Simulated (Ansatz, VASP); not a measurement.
## Ge: VASP beside Ansatz

```
Ge
1.0
     5.37960    0.00000    0.00000
     0.00000    5.37960    0.00000
     0.00000    0.00000    5.37960
Ge
8
Cartesian
  2.6898 2.6898 2.6898
  0.0000 0.0000 0.0000
  1.3449 0.0000 2.6898
  2.6898 1.3449 0.0000
  2.6898 4.0347 0.0000
  4.0347 0.0000 2.6898
  0.0000 2.6898 4.0347
  0.0000 2.6898 1.3449
```

Alike in both runs: functional r2SCAN; k mesh 4 × 4 × 4; occupations gaussian, width 0.1 eV; no spin polarisation.

Ansatz relaxed the structure, and its values are those at the end. VASP's run is a single point on that final structure, the one shown.

```csv
,VASP,Ansatz
version,VASP 6.6.1,Ansatz 0.2.0
potentials or method,"VASP PAW PBE potentials, release 64 (Ge_d)","scalar-relativistic, plane waves, PAW"
plane-wave cutoff (eV),520,500
valence electrons in the cell,112,112
```

```tsv
	VASP	Ansatz	Ansatz less VASP
gap on the k mesh at the Fermi level (eV)	none	none	-
pressure (GPa)	-0.1	0.0	+0.11
```

A gap of «none» marks a metal or a gap that the smearing closes.

Caveats: the PAW data sets were made with another functional, which shifts forces and pressure a little (VASP).
